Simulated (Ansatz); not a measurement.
**Deforming Ru**

```
Ru
1.0
     0.00000    2.72699    2.72699
     2.72699    0.00000    2.72699
     2.72699    2.72699    0.00000
Ru
2
Cartesian
  0.0000 0.0000 0.0000
  1.3635 1.3635 1.3635
```

Atoms are numbered in the order listed.

The conventional cell has a = 5.454 Å, b = 5.454 Å, c = 5.454 Å, α = 90.00°, β = 90.00°, γ = 90.00°. Ru (atom 1) is surrounded by 4 Ru at 2.36 Å.

The structure comes from a relaxation in the same program, started in the diamond type, and has space group Fd-3m. Whether it is a known phase or the ground state wasn't checked.

Level of theory: Ansatz 0.2.0, DFT, PBE, all-electron LAPW, scalar-relativistic.

Settings: a Γ-centred 10×10×10 k mesh, Fermi–Dirac smearing of 0.03 eV, basis error target 0.5 meV/atom, no spin polarisation.

The unchanged cell is at 0.02 GPa, so energy changes include a term −P ΔV where the volume moves.

In a metal, stresses and small energies carry noise from the k mesh.

x, y and z are the Cartesian axes of the cell as listed; fractional coordinates follow a strain, and an engineering shear is twice the off-diagonal strain component.

(1) One change gave: energy change under 1 meV/atom; stress change (xx, yy, zz, yz, xz, xy) -0.24, -0.24, 0.19, 0.00, 0.00, 0.00 GPa, compression positive. Which change was it?
A. atom 2 (Ru) moved by (0.0566, 0.0566, 0.0000) Å
B. x and y strained by -2 %, z held
C. z strained by -2 % at fixed volume

Results:

(1) C. For x and y strained by -2 %, z held: energy change +18 meV/atom; stress change (xx, yy, zz, yz, xz, xy) 7.27, 7.27, 7.17, 0.00, 0.00, 0.00 GPa, compression positive. For atom 2 (Ru) moved by (0.0566, 0.0566, 0.0000) Å: energy change +21 meV/atom; stress change (xx, yy, zz, yz, xz, xy) 0.29, 0.29, 0.58, -2.86, -2.86, -0.11 GPa, compression positive; change of the force on Ru2 (-0.713, -0.713, 0.085) eV/Å.
